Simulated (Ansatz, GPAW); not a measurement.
This is a calculation of CdTe for Ansatz 0.2.0. 

The input input.yaml:

```yaml
crystal:
  lattice:
    - [0.0, 3.205, 3.205]
    - [3.205, 0.0, 3.205]
    - [3.205, 3.205, 0.0]
  atoms:
    - { symbol: Te, position: [0.75, 0.75, 0.75] }
    - { symbol: Cd, position: [0.0, 0.0, 0.0] }
kpoints:
  mp_grid: { grid: [7, 7, 7] }
scf:
  occupations: { method: gaussian, width: 0.017 }
hamiltonian:
  xc: pbe
  pseudopotentials: { kind: all_electron, lapw: { basis_error: 0.001 } }
output:
  forces: true
  stress: true
  eigenvalues: true
```

Potentials or basis: all-electron LAPW, scalar-relativistic.

Launch:

```sh
$ ansatz run input.yaml --threads 1 --pin off --max-ram 3072MiB --backend cpu --events-out ev --progress --plain --runs-dir out
```

Question: Set up the same calculation for GPAW 26.7.0 (ASE script). Potentials or basis there: GPAW PAW data sets (gpaw-data 1.2.1), cutoff 600 eV.

Answer: As run (cutoffs and basis follow the program's own potentials, and thresholds, step limits or extra output files can differ):

Contents of run.py:

```python
from ase import Atoms
from ase.dft.bandgap import bandgap
from ase.io import write
from ase.units import Bohr, GPa
from gpaw import GPAW, PW
from gpaw.elf import elf_from_dft_calculation

atoms = Atoms(['Te', 'Cd'],
              cell=[[0.0, 3.205, 3.205],
                    [3.205, 0.0, 3.205],
                    [3.205, 3.205, 0.0]],
              scaled_positions=[[0.75, 0.75, 0.75],
                                [0.0, 0.0, 0.0]],
              pbc=True)

calc = GPAW(mode=PW(600),
            xc='PBE',
            kpts={'size': (7, 7, 7), 'gamma': True},
            occupations={'name': 'methfessel-paxton', 'order': 0, 'width': 0.017},
            nbands=18,
            convergence={'density': 1e-05, 'energy': 1e-05},
            maxiter=150,
            txt='gpaw.txt')
atoms.calc = calc
energy = atoms.get_potential_energy()
forces = atoms.get_forces()
stress = atoms.get_stress()
calc.write('gs.gpw')
write('result.traj', atoms)
print(f'Energy: {energy:.6f} eV')
print('Forces (eV/A):')
print(forces.round(4))
print('Stress (GPa):', (stress / GPa).round(3))
print('Fermi level:', round(calc.get_fermi_level(), 4), 'eV')
print(f'Gap: {bandgap(calc)[0]:.4f} eV, direct: {bandgap(calc, direct=True)[0]:.4f} eV')

# fields on the real-space grid
write('density.cube', atoms, data=calc.get_pseudo_density() * Bohr**3)
write('potential.cube', atoms, data=calc.get_electrostatic_potential())
write('elf.cube', atoms, data=elf_from_dft_calculation(calc).data)
```

Potentials or basis: GPAW PAW data sets (gpaw-data 1.2.1), pw.

Launch:

```bash
$ OMP_NUM_THREADS=1 python run.py
```

Both were run:

|  | Ansatz | GPAW |
| --- | --- | --- |
| Pressure | 4.3 GPa | 3.8 GPa |

Where Ansatz's input types no cutoff or centring, it takes its own default and a Γ-centred mesh.

Pressure is positive in compression.
